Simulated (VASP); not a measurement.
Wanted: the native input for a VASP 6.6.1 run.

| Quantity | Value |
| --- | --- |
| Task | electrostatic potential |
| Functional | PBE |
| Potentials or basis | VASP PAW PBE potentials, release 64 (Cu) |
| Cutoff | 700 eV |
| k mesh | 20 × 20 × 20 |
| Occupations | methfessel-paxton, width 0.1 eV |
| Spin | no spin polarisation |
| Further INCAR settings | ALGO = Fast; EDIFF = 1e-06 |

The structure of Cu lies in POSCAR:

```
Cu                                      
1.0
   -0.0000000000      1.8179405097      1.8179405097
    1.8179405097      0.0000000000      1.8179405097
    1.8179405097      1.8179405097     -0.0000000000
  Cu            
     1
Direct
     1.0000000000000000    0.0000000000000000    0.0000000000000000
```

The cell was built by a generator and needn't be a form met in nature.

These files were run (other wordings do the same):

INCAR

```
SYSTEM = Cu
PREC = Accurate ; ENCUT = 700
EDIFF = 1E-6 ; ISMEAR = 1
SIGMA = 0.1 ; LREAL = .FALSE.
LASPH = .TRUE. ; NELM = 60
ALGO = Fast ; ISIF = 2
LWAVE = .FALSE. ; LCHARG = .TRUE.
GGA = PE ; LVHAR = .TRUE.
```

KPOINTS

```
regular mesh
0
G
  20 20 20
  0 0 0
```

Potentials or basis: VASP PAW PBE potentials, release 64 (Cu).

Command:

```console
$ cat potpaw_PBE.64/Cu/POTCAR > POTCAR
$ mpirun -np 1 vasp_std > vasp.out
```

Results of the run:

```yaml
Pressure: 0.3 GPa
Band_gap_on_the_k_mesh: none (metal or under the smearing width)
```

Wall time 22 s on 1 thread of Intel(R) Xeon(R) Platinum 8488C (Sapphire Rapids) (shared host), peak memory 0.17 GiB.
